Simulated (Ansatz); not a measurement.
# Li2Se and the effect of spin-orbit coupling

Symmetry: Fm-3m, No. 225, cubic system. The conventional cell has a = 6.005 Å, b = 6.005 Å, c = 6.005 Å, α = 90.00°, β = 90.00°, γ = 90.00°. Around Se (site symmetry m-3m) lie 8 Li at 2.60 Å. Li (site symmetry -43m) is surrounded by 4 Se at 2.60 Å.

Kept alike: task band structure; functional PBE; k mesh 8 × 8 × 8; occupations fermi-dirac, width 0.05 eV. Program: Ansatz, Ansatz PAW, cutoff 420 eV. The mesh is that of the run's cell of 3 atoms.

| spin-orbit coupling | band gap (eV) |
| --- | --- |
| off | 2.981 |
| on | 2.854 |

Gaps are the smaller of the mesh's and the band path's.

**Question.** What does spin-orbit coupling change here?

**Answer.** The band gap runs from 2.854 (on) to 2.981 eV (off). Spin-orbit coupling splits p and d bands at the edges, and the more so the heavier the atoms.
